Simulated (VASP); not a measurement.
The system is NaI.

```
Na I
1.0
     0.00000    3.54319    3.54319
     3.54319    0.00000    3.54319
     3.54319    3.54319    0.00000
Na I
1 1
Direct
  0.00000 0.00000 0.00000
  0.25000 0.25000 0.25000
```

The cell was built by a generator and needn't be a form met in nature.

Base run:

- Program: VASP 6.6.1
- Functional: HSE06
- Potentials or basis: VASP PAW PBE potentials, release 64 (Na_pv, I)
- Cutoff: 520 eV
- k mesh: 4 × 4 × 4
- Occupations: gaussian, width 0.01 eV
- Spin: no spin polarisation

Its results: band gap on the k mesh 4.80 eV, direct; pressure 0.2 GPa.

Task: The run is repeated on the same cell with these changes: functional from HSE06 to r2SCAN. What comes out?

Result: Band gap on the k mesh 4.42 eV, direct; pressure -0.1 GPa.

HSE06 gives the wider gap, since exact exchange removes part of the self-interaction.

Caveats: the PAW data sets were made with another functional, which shifts forces and pressure a little; spin-orbit coupling is left out, which moves the levels of the heavy elements.

